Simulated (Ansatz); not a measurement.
The system is Li.

```
Li
1.0
     3.11100    0.00000    0.00000
    -1.55550    2.69421    0.00000
     0.00000    0.00000    5.09300
Li
2
Direct
  0.66667 0.33333 0.75000
  0.33333 0.66667 0.25000
```

This isn't the form of Li at room conditions, which is bcc.

| Property | Result |
| --- | --- |
| Program | Ansatz 0.2.0 |
| Task | relaxation of cell and atoms |
| Functional | PBEsol |
| Potentials or basis | Ansatz PAW |
| Cutoff | 420 eV (not typed: the program's choice for these potentials) |
| k mesh | 10 × 10 × 5 |
| Occupations | fermi-dirac, width 0.05 eV |
| Spin | no spin polarisation |

At the start: volume 21.34 Å³/atom.

Q: How do energy, volume and symmetry change on relaxing?

A: It ends after 4 steps and the volume is 20.14 Å³/atom (-5.6 %); space group P6_3/mmc (No. 194, to 0.05 Å).

Step by step:
| step | energy change (eV) | largest force (eV/Å) | volume (Å³) |
| --- | --- | --- | --- |
| 1 | 0.0000 | 0.0000 | 42.69 |
| 2 | -0.0040 | 0.0000 | 41.53 |
| 3 | -0.0054 | 0.0000 | 40.28 |
| 4 | -0.0053 | 0.0000 | 40.28 |

Final structure:
```
Li
1.0
     3.05852    0.00000    0.00000
    -1.52926    2.64876    0.00000
     0.00000    0.00000    4.97260
Li
2
Direct
  0.66667 0.33333 0.75000
  0.33333 0.66667 0.25000
```

Caveat: the plane-wave basis is chosen anew once the cell has moved, so the energies of steps on either side of that aren't comparable.
